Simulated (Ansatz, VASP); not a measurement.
## Two plane-wave programs on TiAl3

```
Ti Al
1.0
    -1.89828    1.89828    4.25194
     1.89828   -1.89828    4.25194
     1.89828    1.89828   -4.25194
Ti Al
1 3
Cartesian
  0.0000 0.0000 0.0000
  1.8983 0.0000 2.1260
  0.0000 1.8983 2.1260
  0.0000 0.0000 4.2519
```

Change from the starting cell: volume scaled by 0.98.

Alike in both runs: task single point; functional PBE; k mesh 10 × 10 × 10; occupations fermi-dirac, width 0.05 eV; no spin polarisation.

|  | VASP | Ansatz |
| --- | --- | --- |
| version | VASP 6.6.1 | Ansatz 0.2.0 |
| potentials or method | VASP PAW PBE potentials, release 64 (Ti_sv, Al) | Ansatz PAW |
| plane-wave cutoff (eV) | 520 | 420 |
| valence electrons in the cell | 21 | 21 |

```tsv
	VASP	Ansatz	Ansatz less VASP
gap on the k mesh at the Fermi level (eV)	none	none	-
pressure (GPa)	4.5	4.5	+0.03
largest component of the traceless stress (GPa)	0.17	0.17	-0.003
```

A gap of «none» marks a metal or a gap that the smearing closes.
